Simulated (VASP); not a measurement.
Write the native input for VASP 6.6.1 that does the following.

```
Task                               : single point
Functional                         : HSE06
Potentials or basis                : VASP PAW PBE potentials, release 64 (Mn_pv, S)
Cutoff                             : 450 eV
k mesh                             : 4 × 4 × 2
Occupations                        : gaussian, width 0.05 eV
Spin                               : collinear spin, ferromagnetic start
Starting moments                   : [4.0, 4.0, 0.0, 0.0] μB
Grid for exact exchange (PRECFOCK) : Fast
Screening parameter                : 0.2 1/A
Further INCAR settings             : ALGO = Normal; EDIFF = 1e-06; NBANDS = 31
```

The system is MnS.

```xyz
4
Lattice="0.0000 2.8000 2.8000 2.8000 0.0000 2.8000 5.6000 5.6000 0.0000" Properties=species:S:1:pos:R:3 pbc="T T T"
Mn    0.0000    0.0000    0.0000
Mn    2.8000    2.8000    0.0000
S     4.2000    4.2000    4.2000
S     7.0000    7.0000    4.2000
```

These files were run (other wordings do the same):

POSCAR

```
MnS
1.0
    0.0000000000      2.8000000000      2.8000000000
    2.8000000000      0.0000000000      2.8000000000
    5.6000000000      5.6000000000      0.0000000000
Mn S
2 2
Direct
    0.0000000000      0.0000000000      0.0000000000
    0.0000000000      0.0000000000      0.5000000000
    0.7500000000      0.7500000000      0.3750000000
    0.7500000000      0.7500000000      0.8750000000
```

INCAR.step1

```
ALGO     = Normal         # electronic algorithm
EDIFF    = 1E-5           # SCF threshold, eV
ENCUT    = 450            # plane-wave cutoff, eV
GGA      = PE             # functional
ISIF     = 2              # what is computed and relaxed
ISMEAR   = 0              # smearing method
ISPIN    = 2              # spin polarisation
LASPH    = T              # aspherical terms in the spheres
LMAXMIX  = 4              # l up to which the mixer works
LORBIT   = 11             # projections on sites
LREAL    = F              # projectors in reciprocal space
LWAVE    = T              # write WAVECAR
MAGMOM   = 4 4 0 0        # initial moments
NBANDS   = 31             # bands
NELM     = 120            # most SCF steps
PREC     = Accurate       # precision mode
SIGMA    = 0.05           # smearing width, eV
```

INCAR.step2

```
ALGO     = Normal         # electronic algorithm
EDIFF    = 1E-6           # SCF threshold, eV
ENCUT    = 450            # plane-wave cutoff, eV
GGA      = PE             # functional
HFSCREEN = 0.2            # screening, 1/A
ISIF     = 2              # what is computed and relaxed
ISMEAR   = 0              # smearing method
ISPIN    = 2              # spin polarisation
ISTART   = 1            
LASPH    = T              # aspherical terms in the spheres
LCHARG   = T              # write CHGCAR
LELF     = T              # ELF
LHFCALC  = T              # exact exchange
LMAXMIX  = 4              # l up to which the mixer works
LORBIT   = 11             # projections on sites
LREAL    = F              # projectors in reciprocal space
LVHAR    = T            
LWAVE    = F              # write WAVECAR
MAGMOM   = 4 4 0 0        # initial moments
NBANDS   = 31             # bands
NELM     = 120            # most SCF steps
PREC     = Accurate       # precision mode
PRECFOCK = Fast         
SIGMA    = 0.05           # smearing width, eV
```

KPOINTS

```
k-points
0
Gamma
  4 4 2
```

Potentials or basis: VASP PAW PBE potentials, release 64 (Mn_pv, S).

Launch:

```sh
$ cat potpaw_PBE.64/Mn_pv/POTCAR potpaw_PBE.64/S/POTCAR > POTCAR
$ cp INCAR.step1 INCAR
$ mpirun -np 1 vasp_std > vasp.out
$ cp INCAR.step2 INCAR
$ mpirun -np 1 vasp_std > vasp.out
```

It gave:

The pressure is 3.0 GPa and the band gap on the k mesh is 1.76 eV. The net moment is 10.00 μB per cell and the site moments are Mn +4.53; S +0.05 μB. The valence electrons inside the program's atomic spheres are Mn 11.35; S 3.81.

Caveat: the k mesh is coarse (spacing up to 0.49 Å⁻¹), so the values aren't converged, least of all with exact exchange; the PAW data sets were made with another functional, which shifts forces and pressure a little; only a ferromagnetic start was run, and an antiferromagnetic order may lie lower in energy.

It took 12 min on 1 thread of Intel(R) Xeon(R) Platinum 8559C (Emerald Rapids), on a shared host, peak memory 0.35 GiB.
